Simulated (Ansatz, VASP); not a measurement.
**AlGaN2 in VASP and in Ansatz**

```
Al Ga N
1.0
     3.10529    0.00000    0.00000
     0.00000    3.10529    0.00000
     0.00000    0.00000    4.36916
Al Ga N
1 1 2
Direct
  0.50000 0.50000 0.50000
  0.00000 0.00000 0.00000
  0.50000 0.00000 0.73999
  0.00000 0.50000 0.26001
```

Alike in both runs: functional LDA; k mesh 8 × 8 × 6; occupations gaussian, width 0.02 eV; no spin polarisation.

Ansatz relaxed the structure, and its values are those at the end. VASP's run is a single point on that final structure, the one shown.

|  | VASP | Ansatz |
| --- | --- | --- |
| version | VASP 6.6.1 | Ansatz 0.2.0 |
| potentials or method | VASP PAW LDA potentials, release 64 (Al, Ga_d, N) | scalar-relativistic, plane waves, PAW |
| plane-wave cutoff (eV) | 520 | 420 |
| valence electrons in the cell | 26 | 26 |

|  | VASP | Ansatz | Ansatz less VASP |
| --- | --- | --- | --- |
| gap on the k mesh at the Fermi level (eV) | 3.14 | 3.13 | -0.011 |
| least direct gap on the mesh (eV) | 3.14 | 3.13 | -0.011 |
| pressure (GPa) | 3.0 | 2.1 | -0.92 |
| rms of the force components (eV/Å) | 0.011 | 0.001 | -0.0103 |

A k mesh can miss the band edges.
